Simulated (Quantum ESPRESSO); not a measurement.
## Cu: changing the strain (εxx = s, εyy = s)

```xyz
1
Lattice="-1.4428 1.4428 1.3761 1.4428 -1.4428 1.3761 1.4428 1.4428 -1.3761" Properties=species:S:1:pos:R:3 pbc="T T T"
Cu    0.0000    0.0000    0.0000
```

This isn't the form of Cu at room conditions, which is fcc.

Kept alike: task single point; functional PBEsol; k mesh 13 × 13 × 13; occupations fermi-dirac, width 0.05 eV; no spin polarisation. Program: Quantum ESPRESSO, GBRV 1.5 PBEsol, cutoff 762 eV. The mesh is that of the run's cell of 1 atom. No spin-orbit coupling.

| s | free energy over the lowest row (meV/atom) |
| --- | --- |
| -0.04 | 36.83 |
| -0.02 | 7.46 |
| -0.01 | 1.20 |
| 0 | 0.00 |
| 0.01 | 3.35 |
| 0.02 | 10.88 |
| 0.04 | 36.86 |

The cell shown is the unstrained one; x, y and z are its Cartesian axes; atoms keep their fractions. For a metal such a mesh leaves the last digits unconverged.

Problem. What does the strain (εxx = s, εyy = s) change here?

Solution. The free energy is lowest at 0, and 36.86 meV an atom higher at 0.04.
